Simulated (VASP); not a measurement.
The system is C.

```
C
1.0
     2.46100    0.00000    0.00000
    -1.23050    2.13129    0.00000
     0.00000    0.00000    6.70800
C
4
Direct
  0.00000 0.00000 0.25000
  0.33333 0.66667 0.25000
  0.50000 0.00000 0.75000
  0.83333 0.66667 0.75000
```

The cell was built by a generator and needn't be a form met in nature.

Base run:

| Quantity | Value |
| --- | --- |
| Program | VASP 6.6.1 |
| Functional | PBE |
| Dispersion | D4 |
| Potentials or basis | VASP PAW PBE potentials, release 64 (C) |
| Cutoff | 520 eV |
| k mesh | 16 × 16 × 4 |
| Occupations | fermi-dirac, width 0.05 eV |
| Spin | no spin polarisation |

Its results: band gap on the k mesh 0.21 eV; pressure 0.1 GPa; largest force 0.012 eV/Å.

**Question.** The run is repeated on the same cell with these changes: dispersion from D4 to none. What comes out?

**Answer.** Band gap on the k mesh 0.21 eV; pressure 3.3 GPa; largest force 0.012 eV/Å.

Dispersion adds attraction, which lowers the pressure at fixed volume and, as a term added to the energy, leaves the levels alone.

Caveats: this functional lacks dispersion, which binds the layers, so the pressure and a relaxed spacing across them are unreliable (some runs).

A k mesh can miss the band edges.
